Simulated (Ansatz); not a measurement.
# CrO2 (C2/m) in Ansatz: single point with PBE

Aim: the single point of CrO2 with PBE.

Everything below comes from runs of Ansatz 0.2.0. Logs are shortened: lines on timing, memory, paths and dates and some standing lists are left out, and cuts for length are marked.

### Step 1. The structure

The structure is monoclinic, space group C2/m (No. 12). Conventional cell: a = 4.911 Å, b = 3.010 Å, c = 3.463 Å, α = 90.00°, β = 90.04°, γ = 90.00°. Cr (site symmetry 2/m) has 6 O at 1.83 to 2.03 Å as nearest neighbours. O (site symmetry m) has 3 Cr at 1.83 to 2.03 Å as nearest neighbours.

The cell comes from a database or a generator and needn't be the stable form of this composition.

### Step 2. Single point, PBE, collinear spin, ferromagnetic start

Input file input.yaml:

```yaml
crystal:
  lattice:
    - [2.45543417, -1.50522999, 0.0]
    - [2.45543417, 1.50522999, 0.0]
    - [-0.00241741, 0.0, 3.46267708]
  atoms:
    - { symbol: Cr, position: [0.0, 0.0, 0.0], spin: 4.5 }
    - { symbol: O, position: [0.6879, 0.6879, 0.2889] }
    - { symbol: O, position: [0.3121, 0.3121, 0.7111] }
hamiltonian:
  xc: pbe
  pseudopotentials: { kind: paw }
magnetization:
  spin_polarized: true
kpoints:
  mp_grid: { grid: [10, 10, 8] }
scf:
  occupations: { method: fermi_dirac, width: 0.05 }
output:
  forces: true
  stress: true
  eigenvalues: true
  write_density: true
  write_potential: true
  elf: true
  volumetric_format: npy
```

Potentials or basis: Ansatz PAW.

On the command line:

```console
ansatz run input.yaml --threads 2 --pin off --max-ram 5120MiB --backend cpu --events-out ev --progress --plain --runs-dir out
```

Standard output:

```text
Warning: RAYON_NUM_THREADS=2 ignored (pool sized by the plan → 2); use --threads N
Engine: ansatz 0.2.0, x86_64-unknown-linux-gnu
Pseudopotentials: kind: paw
Pseudopotential: Cr, paw, valence charge 14, recommended cutoff 420 eV (normal), Cr.paw.azcp
Pseudopotential: O, paw, valence charge 6, recommended cutoff 420 eV (normal), O.paw.azcp
Functional definition: PBE
  parameter kappa = 0.804
  parameter beta = 0.06672455060314922
  exchange = pbe_x(kappa = kappa, mu = beta*pi^2/3)
  correlation = pbe_c(beta = beta)
Crystal: 3 atoms, lattice volume = 25.596 Å³
Basis set: ecut = 420 eV, 511 PW (Γ), exchange–correlation on 40×40×48 points (8 copies of the dense FFT grid, shifted against one another)
Bands: 20, of which v1, the nominal top of the filled ones, is band 13 counted from 1 (12 counted from 0)
Symmetry: 4 space group operations
Space group: C2/m (ITA 12), of the structure as read, at distance tolerance 2.9e-5 Å
Magnetic group: BNS 12.58 (UNI 65), of the structure as read, at distance tolerance 2.9e-5 Å
k-points: 227 of 800
Non-local potential: Cr, projectors of the file, l = 0: 3, l = 1: 2, l = 2: 3, l = 3: 1
Non-local potential: O, projectors of the file, l = 0: 2, l = 1: 2, l = 2: 1
PAW form: soft (Blöchl's): semilocal exchange-correlation on the pseudo side does not see the compensation charge
PAW one-centre angular grid: Cr, 590 points (default); XC on 64 Gauss nodes
PAW one-centre angular grid: O, 110 points (default); XC on 64 Gauss nodes
Initial density: superposition of atomic densities (chi_scale 0.1, normalization cell, long waves kept (reshape's long-wave potential 0.01 eV rms))
Starting moments: Σ|m| = 4.5 μB on 1 of 3 sites
Initial wavefunctions: pseudopotential atomic-orbital guess
Functional: x = pbe(κ = 0.804, μ = 0.2195149727645171), c = pbe(β = 0.06672455060314922)
iter 1 solved again at ethr=2.35e-3 eV; its pass at ethr=3.10e-3 eV (dr2=6.12e-1 eV) is discarded
SCF iter   1: F=—  HF=-4512.211645 eV  |F-HF|=—  |Δ(HF+E_count)|=         —  Δρ=1.13e-1 (↑1.13e-1 ↓1.02e-1)  dr2=6.13e-1  dr2_m=2.51e0  M=2.001 μB ∫|m|=2.460 μB  β_m=0.30  ethr=2.35e-3  ⟨swp⟩=1.0  Hψ=47595  notcnv=0
Mixer restart at iter 1: flushing history
preconditioner: auto → none  [metal: Δε(μ)=0.003 eV  Ē_g=14.100 eV  σ=0.050 eV  W_gap=0.01  n_scr=8 (ndim 8)  ℏωp=31.1 eV  f_vac=0.000  D(μ)=2.11/eV (n_scr^D=22)  sad-step TF]
SCF iter   2: F=—  HF=-4511.752694 eV  |F-HF|=—  |Δ(HF+E_count)|=   4.59e-1  Δρ=7.74e-2 (↑7.74e-2 ↓7.16e-2)  dr2=3.51e-1  dr2_m=1.19e0  M=2.000 μB ∫|m|=2.474 μB  β_m=0.63  ethr=2.35e-3  ⟨swp⟩=2.0  Hψ=12042  notcnv=0
SCF iter   3: F=—  HF=-4511.445991 eV  |F-HF|=—  |Δ(HF+E_count)|=   3.07e-1  Δρ=1.60e-2 (↑1.60e-2 ↓8.50e-3)  dr2=1.54e-1  dr2_m=4.43e-3  M=2.000 μB ∫|m|=2.417 μB  β_m=0.53  ethr=1.35e-3  ⟨swp⟩=2.1  Hψ=15509  notcnv=0
SCF iter   4: F=—  HF=-4511.428837 eV  |F-HF|=—  |Δ(HF+E_count)|=         —  Δρ=4.90e-3 (↑4.90e-3 ↓4.28e-3)  dr2=9.13e-3  dr2_m=1.18e-3  M=2.000 μB ∫|m|=2.456 μB  β_m=0.53  ethr=5.92e-4  ⟨swp⟩=2.3  Hψ=15513  notcnv=0  defer=313
Mixer restart at iter 4: flushing history
SCF iter   5: F=—  HF=-4511.432087 eV  |F-HF|=—  |Δ(HF+E_count)|=   3.25e-3  Δρ=3.15e-3 (↑3.15e-3 ↓2.05e-3)  dr2=5.01e-3  dr2_m=3.11e-4  M=2.000 μB ∫|m|=2.434 μB  β_m=0.47  ethr=3.51e-5  ⟨swp⟩=2.1  Hψ=17948  notcnv=0  defer=602
SCF iter   6: F=—  HF=-4511.431322 eV  |F-HF|=—  |Δ(HF+E_count)|=   7.65e-4  Δρ=1.52e-3 (↑1.46e-3 ↓1.52e-3)  dr2=8.70e-4  dr2_m=1.49e-4  M=2.000 μB ∫|m|=2.443 μB  β_m=0.52  ethr=1.93e-5  ⟨swp⟩=2.7  Hψ=16493  notcnv=0  defer=616
SCF iter   7: F=—  HF=-4511.431891 eV  |F-HF|=—  |Δ(HF+E_count)|=   5.69e-4  Δρ=6.02e-4 (↑5.14e-4 ↓6.02e-4)  dr2=1.33e-4  dr2_m=2.62e-5  M=2.000 μB ∫|m|=2.438 μB  β_m=0.73  ethr=3.35e-6  ⟨swp⟩=2.1  Hψ=14256  notcnv=0  defer=602
SCF iter   8: F=—  HF=-4511.432008 eV  |F-HF|=—  |Δ(HF+E_count)|=   1.17e-4  Δρ=1.71e-4 (↑9.25e-5 ↓1.71e-4)  dr2=5.53e-6  dr2_m=1.82e-6  M=2.000 μB ∫|m|=2.435 μB  β_m=0.73  ethr=5.10e-7  ⟨swp⟩=2.2  Hψ=14095  notcnv=0  defer=604
SCF iter   9: F=—  HF=-4511.431994 eV  |F-HF|=—  |Δ(HF+E_count)|=   1.36e-5  Δρ=3.52e-5 (↑3.52e-5 ↓5.30e-6)  dr2=2.79e-7  dr2_m=7.18e-8  M=2.000 μB ∫|m|=2.434 μB  β_m=0.73  ethr=2.13e-8  ⟨swp⟩=2.1  Hψ=13166  notcnv=0  defer=610
SCF iter  10: F=—  HF=-4511.431994 eV  |F-HF|=—  |Δ(HF+E_count)|=   1.69e-8  Δρ=1.36e-5 (↑1.36e-5 ↓4.85e-6)  dr2=6.92e-8  dr2_m=6.92e-9  M=2.000 μB ∫|m|=2.434 μB  β_m=0.73  ethr=1.07e-9  ⟨swp⟩=2.0  Hψ=13896  notcnv=0  defer=610
SCF iter  11: F=-4511.431994 eV  HF=-4511.431994 eV  |F-HF|=1.67e-8  |Δ(HF+E_count)|=   1.56e-9  Δρ=4.89e-6 (↑4.89e-6 ↓3.11e-6)  dr2=1.81e-8  dr2_m=2.71e-10  M=2.000 μB ∫|m|=2.434 μB  ethr=2.66e-10  ⟨swp⟩=7.9  Hψ=49447  notcnv=0
SCF 1 converged in 11 iterations: F = -4511.431994 eV  dr2 = 1.81e-8
SCF converged after 11 iterations
Magnetization: 2.0000 μB (14.0000 up, 12.0000 down)
Absolute magnetization: 2.4337 μB (∫|ρ↑−ρ↓|, with the PAW one-centre terms)
Spin contamination: 0.0823 ħ² per cell (⟨S²⟩ above its minimum at these occupations)
Per-site moments (μB) at R_I (Å): [(1.739024530258178, 0.7552232228279785), (-0.10192489605550636, 0.7552232228279786), (-0.10192489605550611, 0.7552232228279785)]
Free energy (F): -4511.431994 eV
Harris-Foulkes:  -4511.431994 eV  (|F-HF|=1.67e-8)
Internal energy: -4511.414657 eV  (E = F + TS)
E sigma→0 (E₀):  -4511.423326 eV
Entropy (-TS):   -0.017337 eV (-5.779 meV/atom)
Fermi energy:    12.924188 eV
--- Per-component energies (eV) ---
  E_band       = -194.611554
  E_kinetic    = 691.597865
  E_local      = -1930.934929  (includes V_loc(G=0)·N_el)
  E_nonlocal   = 174.680510
  E_hartree    = 771.397128
  E_xc         = -286.775634
  E_vxc        = -365.924925  (∫ρ·V_xc dr)
  E_paw        = -1509.169009  (= ΣΔE_a)
  E_vpaw       = -306.832779  (= ΣTr[D̂ρ^β])
  E_aug_tail   = 0.005009  (compensation charges beyond the density's cutoff)
  E_ewald      = -2422.215596
  E_smearing   = -0.017337  (= −TS)
  E_closure    = 0.000000  (closes the sum)
  Σ components = -4511.431994   (vs F -4511.431994, Δ=0.00e0)
--- Forces (eV/Å), atoms counted from 1 ---
  atom   1  Cr     0.00000000     0.00000000     0.00000000
  atom   2  O     -1.23443075    -0.00000000    -3.21592903
  atom   3  O      1.23443075     0.00000000     3.21592903
  max |Σ_I F_I| component: 0.00e0 eV/Å
--- Stress (GPa, compression-positive) ---
       10.525237       0.000000     -14.099929
        0.000000       4.433675       0.000000
      -14.099922       0.000000      37.100506
  P = ⅓ Tr σ = 17.3531 GPa (173.531 kbar)
--- Band table (eV; the first three rows and the last of 454) ---
  k-point 0 ↑: bands = ["-60.4235", "-31.7724", "-31.6543", "-31.6283", "-7.5923", "-3.6404", "5.8417", "6.9987", "7.2457", "11.2144", "11.5935", "11.8149", "11.8196", "12.8414", "13.2386", "15.0941", "16.1134", "20.5064", "22.6589", "29.6007"]
  k-point 1 ↑: bands = ["-60.4233", "-31.7753", "-31.6543", "-31.6282", "-7.4747", "-3.8430", "6.0889", "7.0816", "7.2728", "11.0972", "11.5521", "11.6002", "11.7904", "12.4243", "13.2894", "15.3010", "16.2243", "20.8135", "22.9311", "29.7646"]
  k-point 2 ↑: bands = ["-60.4230", "-31.7822", "-31.6543", "-31.6278", "-7.1328", "-4.3782", "6.7634", "7.3080", "7.3395", "10.8873", "10.9777", "11.3499", "11.6953", "11.7104", "13.3046", "15.7229", "16.4778", "21.5856", "23.5169", "30.2563"]
  k-point 226 ↓: bands = ["-58.0661", "-29.8810", "-29.3512", "-29.3126", "-5.9974", "-4.6246", "6.1868", "6.8926", "7.7057", "9.7587", "10.4846", "11.1532", "14.4204", "14.8378", "15.0977", "16.3751", "17.2184", "24.2776", "27.8291", "27.8707"]
```

Run time: 12 s. Hardware: 2 threads of Intel Xeon Platinum 8175M at 2.50GHz (Skylake/Cascade Lake), shared host; peak memory 0.51 GiB.

Results:

- Free energy: -4511.4320 eV
- Pressure: 17.4 GPa
- Largest force: 3.445 eV/Å
- Band gap on the k mesh: none (metal or under the smearing width)
- Net moment: 2.00 μB per cell
- Absolute moment: 2.43 μB per cell
- Site moments: Cr +1.74; O -0.10 μB

Forces in eV/Å, atoms in the order of the input:
```
Cr   0.000  0.000  0.000
O   -1.234  0.000 -3.216
O    1.234  0.000  3.216
```

Stress tensor (GPa, compression positive):
```
 10.53   0.00 -14.10
  0.00   4.43   0.00
-14.10   0.00  37.10
```

Caveat: the pressure holds a Pulay correction of +1.0 GPa for the finite cutoff; a cell with one magnetic atom can't hold antiferromagnetic order, which such compounds often take; semilocal functionals often make such compounds metallic where correlation or magnetic order opens a gap, which also shifts bond lengths; forces of over 1 eV/Å show positions far from the minimum, so gaps and moduli don't describe the material at rest.
